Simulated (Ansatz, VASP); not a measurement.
## Two plane-wave programs on TaN

```
Ta N
1.0
     2.92177    0.00000    0.00000
    -1.46088    2.53033    0.00000
     0.00000    0.00000    5.91652
Ta N
2 2
Direct
  0.00000 0.00000 0.50000
  0.00000 0.00000 0.00000
  0.33333 0.66667 0.25000
  0.66667 0.33333 0.75000
```

The cell comes from a database or a generator and needn't be the stable form of this composition.

Alike in both runs: task relaxation of cell and atoms; functional RPBE; dispersion D3(BJ); k mesh 10 × 10 × 5; occupations fermi-dirac, width 0.05 eV; no spin polarisation.

```csv
,VASP,Ansatz
version,VASP 6.6.1,Ansatz 0.2.0
potentials or method,"VASP PAW PBE potentials, release 64 (Ta_pv, N)",Ansatz PAW
plane-wave cutoff (eV),600,420
valence electrons in the cell,32,36
```

```csv
,VASP,Ansatz,Ansatz less VASP
"gap on the k mesh at the Fermi level, each at its own relaxed structure (eV)",none,none,-
relaxed volume (Å³/atom),9.79,9.76,-0.027
relaxed cell length with the largest relative difference (Å),2.811,2.808,-0.0027
energy change over the relaxation (meV/atom),-147,-153,-6.0
```

A gap of «none» marks a metal or a gap that the smearing closes. The two sets of potentials don't hold the same shells in valence.

Caveats: pairwise dispersion overbinds metals, which lowers pressure and volume; the PAW data sets were made with another functional, which shifts forces and pressure a little (VASP); the plane-wave basis is chosen anew once the cell has moved, so the energies of steps on either side of that aren't comparable (Ansatz); the pressure holds a Pulay correction of +0.5 GPa for the finite cutoff (Ansatz); the PAW data sets come from PBE, with cores solved anew for the run's functional, which leaves a small shift of forces and pressure (Ansatz). The runs have no spin-orbit coupling, so splittings on Ta are missing.
